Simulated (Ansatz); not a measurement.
# Zr8N: the cost of one run

Program: Ansatz 0.2.0. Level of theory: DFT PBE+D3(BJ), scalar-relativistic, plane waves, PAW. These are calculated values, not measurements.

3 further runs of the same task are left out: 1 that didn't finish, 2 set aside as unsound or not needed.

## 1. Starting point

Symmetry: P6_3/mmc, No. 194, hexagonal system. The conventional cell has a = 3.183 Å, b = 3.183 Å, c = 5.115 Å, α = 90.00°, β = 90.00°, γ = 120.00°. Zr (site symmetry -6m2) has 12 Zr at 3.15 to 3.18 Å as nearest neighbours.

As a file:

```xyz
2
Lattice="3.1832 0.0000 0.0000 -1.5916 2.7567 0.0000 0.0000 0.0000 5.1151" Properties=species:S:1:pos:R:3 pbc="T T T"
Zr    0.0000    1.8378    1.2788
Zr    1.5916    0.9189    3.8364
```

It is the result of an earlier relaxation at this level (volume 22.44 Å³/atom; gap on the mesh: none (metal)).

## 2. Plan of the scan

Atoms count from 1 in the order of the input.

N2 is moved over the surface cell at a fixed height above a rigid substrate; the origin of the map has the adsorbate above Zr13; the height is held at 3.60 Å.

First coordinate, position of N17 along the first surface vector, from above Zr13: 6 values from 0.000 to 0.833, periodic. Second coordinate, position of N17 along the second surface vector, from above Zr13: 6 values from 0.000 to 0.833, periodic.

Nothing else is relaxed. Points are written as (first, second).

The two vectors of the plane (Å): (3.183, 0.000, 0.000); (-1.592, 2.757, 0.000).

## 3. Grid point (0/6, 0/6) of the map's two axes

A dipole layer in the vacuum cancels the field that periodic copies would set up if the slab's two faces differ.

File input.yaml:

```yaml
crystal:
  lattice:
    - [6.366424793, 0.0, 0.0]
    - [-3.1832123965, 5.513485602, 0.0]
    - [0.0, 0.0, 26.3387859015]
  atoms:
    - { symbol: Zr, position: [0.3333333333, 0.1666666667, 0.1518672886] }
    - { symbol: Zr, position: [0.3333333333, 0.6666666667, 0.1518672886] }
    - { symbol: Zr, position: [0.8333333333, 0.1666666667, 0.1518672886] }
    - { symbol: Zr, position: [0.8333333333, 0.6666666667, 0.1518672886] }
    - { symbol: Zr, position: [0.1666666667, 0.3333333333, 0.2489701804] }
    - { symbol: Zr, position: [0.1666666667, 0.8333333333, 0.2489701804] }
    - { symbol: Zr, position: [0.6666666667, 0.3333333333, 0.2489701804] }
    - { symbol: Zr, position: [0.6666666667, 0.8333333333, 0.2489701804] }
    - { symbol: Zr, position: [0.3333333333, 0.1666666667, 0.3487108088] }
    - { symbol: Zr, position: [0.3333333333, 0.6666666667, 0.3487108088] }
    - { symbol: Zr, position: [0.8333333333, 0.1666666667, 0.3487108088] }
    - { symbol: Zr, position: [0.8333333333, 0.6666666667, 0.3487108088] }
    - { symbol: Zr, position: [0.1666666667, 0.3333333333, 0.4418877144] }
    - { symbol: Zr, position: [0.1666666667, 0.8333333333, 0.4418877144] }
    - { symbol: Zr, position: [0.6666666667, 0.3333333333, 0.4418877144] }
    - { symbol: Zr, position: [0.6666666667, 0.8333333333, 0.4418877144] }
    - { symbol: "N", position: [0.1666666667, 0.3333333333, 0.5785682741] }
    - { symbol: "N", position: [0.1666666667, 0.3333333333, 0.6203317785] }
basis:
  ecutwfc: 420
kpoints:
  mp_grid: { grid: [6, 6, 1] }
hamiltonian:
  xc: pbe
  dispersion: d3bj
scf:
  occupations: { method: gaussian, width: 0.1 }
output:
  forces: true
  eigenvalues: true
  write_density: true
  write_potential: true
  elf: true
  volumetric_format: npy
efield:
  axis: 3
  dipole_correction: true
  ramp_width: 0.04
```

Launch:

```sh
> ansatz run input.yaml --threads 4 --pin off --max-ram 12288MiB --backend cpu --events-out ev --progress --plain --runs-dir out
```

**Question.** How long does this run take on 4 threads of Intel Xeon 6975P-C (Granite Rapids), shared host, and how much memory does it need?

About 16 s, with a peak of 2.6 GiB.
